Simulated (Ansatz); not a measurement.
## KCl: how strain makes field gradients

```
CELL_PARAMETERS angstrom
0.00000 3.15610 3.15610
3.15610 0.00000 3.15610
3.15610 3.15610 0.00000
ATOMIC_POSITIONS crystal
K 0.00000 0.00000 0.00000
Cl 0.50000 0.50000 0.50000
```

Atoms are numbered in the order listed.

The cell is a measured one (Crystallography Open Database entry 9003114); the temperature and pressure of the measurement aren't taken into account, and nothing was relaxed.

Computed with DFT, LDA, all-electron PAW with datasets made for the crystal, scalar-relativistic in Ansatz 0.2.0.

The runs use a Γ-centred 7×7×7 k mesh, Fermi–Dirac smearing of 0.03 eV, cutoff 220 eV (chosen by the program for this cell), no spin polarisation.

The strain is applied along the Cartesian axes of the cell as listed (the other components stay zero). Fractional coordinates are held (clamped ions).

The columns are Cartesian components of the electric field gradient at the nuclei, in 10²¹ V/m².

Only quantities that a quadratic follows smoothly over the whole series are listed; rougher ones are left out.

```
    εzz  Vzz at K1  Vzz at Cl2
-0.0300      -0.61       -0.38
-0.0100      -0.19       -0.11
 0.0000       0.00        0.00
 0.0100       0.18        0.09
 0.0200       0.34        0.17
 0.0300       0.49        0.23
```

**Question.** Fit the series and give the gradient–strain slopes.

**Answer.** Least-squares fits y = p0 + p1 x + p2 x² to the rows give Vzz at K1: p1 = 18.3, p2 = -68; Vzz at Cl2: p1 = 10.2, p2 = -82. The slopes p1 are in 10²¹ V/m² per unit strain, for clamped ions.

**Question.** One run, at εzz = -0.0200, is withheld. Predict its row.

**Answer.** The fits give -0.39, -0.24; the run gave -0.39, -0.23.
